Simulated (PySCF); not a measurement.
A PySCF script (with the pyscf-properties extension) for the NMR shieldings of `O=C1CCCO1`, C$_{4}$H$_{6}$O$_{2}$, on a PBE0-D3(BJ)/def2-TZVP geometry:

```python
import basis_set_exchange as bse
import numpy as np
from pyscf import gto, dft
from pyscf.prop import nmr

atoms = """
O    -1.617866    1.910274    0.446073
C    -0.741450    1.114321    0.306163
C    -0.825089   -0.397186    0.339555
C     0.487775   -0.841083   -0.282784
C     1.397129    0.339101    0.038089
O     0.542077    1.481951    0.090076
H    -0.913823   -0.701508    1.386969
H    -1.722274   -0.731174   -0.177415
H     0.378187   -0.948315   -1.363898
H     0.874198   -1.779551    0.114095
H     2.160547    0.527150   -0.715796
H     1.883723    0.226564    1.012453
"""
names = dict.fromkeys(["O", "C", "H"], "pcSseg-2")
basis = {el: gto.basis.parse(bse.get_basis(n, elements=[el], fmt="nwchem")) for el, n in names.items()}
mol = gto.M(atom=atoms, basis=basis, charge=0, verbose=0)
mf = dft.RKS(mol, xc="HYB_GGA_XC_WB97X_D")
mf.grids.level = 2
mf.grids.alignment = dft.numint.BLKSIZE   # the property module wants whole blocks of grid points
mf.conv_tol = 1e-9
mf.kernel()

calc = nmr.RKS(mf)   # GIAO
C = mf.mo_coeff
Co = C[:, mf.mo_occ > 0]
resp = mf.gen_response(singlet=True, hermi=2)
def vind(x):   # induced exchange potential for any number of trial vectors
    d = np.einsum("pi,xij,qj->xpq", C, 2 * x.reshape(-1, C.shape[1], Co.shape[1]), Co, optimize=True)
    return np.einsum("xpq,pi,qj->xij", resp(d - d.transpose(0, 2, 1)), C, Co, optimize=True).ravel()
mo1, _ = nmr.rhf.solve_mo1(calc, with_cphf=vind)
sigma = calc.kernel(mo1)
for i, s in enumerate(sigma):   # ppm
    w = np.linalg.eigvalsh((s + s.T) / 2)
    print("%2d %-2s iso %8.1f  s11 %8.1f  s22 %8.1f  s33 %8.1f" % (i, mol.atom_pure_symbol(i), w.mean(), *w))
```

**Question.** What are the results?

**Answer.** 
```
 0 O  iso    -91.8  s11   -387.7  s22   -204.4  s33    316.6
 1 C  iso      0.5  s11    -93.4  s22     39.4  s33     55.6
 2 C  iso    155.4  s11    137.4  s22    154.0  s33    174.7
 3 C  iso    159.9  s11    138.7  s22    167.4  s33    173.7
 4 C  iso    115.2  s11     79.0  s22    102.8  s33    163.8
 5 O  iso    109.5  s11   -113.5  s22    186.0  s33    256.0
 6 H  iso     29.4  s11     25.5  s22     27.8  s33     34.8
 7 H  iso     29.4  s11     25.6  s22     27.8  s33     34.9
 8 H  iso     29.6  s11     24.9  s22     27.9  s33     35.9
 9 H  iso     29.7  s11     26.0  s22     27.0  s33     36.0
10 H  iso     27.4  s11     23.8  s22     26.3  s33     32.0
11 H  iso     27.6  s11     23.4  s22     26.7  s33     32.8
```

These numbers come from an equivalent density-fitted implementation of the same equations, which agrees with the script to about 0.01 ppm for H and up to a few tenths of a ppm for heavy atoms, so last digits may differ.

**Question.** Turn these shieldings into chemical shifts. δ = σ(ref) − σ, references computed at the same level: $^{17}$O (σ = 328.24 ppm) against H2O; $^{13}$C (σ = 186.29 ppm), $^{1}$H (σ = 31.63 ppm) against TMS.

**Answer.** Averaging equivalent atoms: O 0: 420.1; O 5: 218.7; C 1: 185.7; C 4: 71.1; C 2: 30.9; C 3: 26.4; H 10/11: 4.13; H 6/7: 2.23; H 8/9: 2.02 ppm. Unscaled 17O shifts of doubly bonded oxygen tend to come out too high, by tens of ppm or more. Experimental scales use liquid or dissolved standards, which lie at an offset from isolated H2O (liquid H2O: subtract about 36 ppm).

Size and cost of the density-fitted run: 300 basis functions; peak memory 2 GiB.
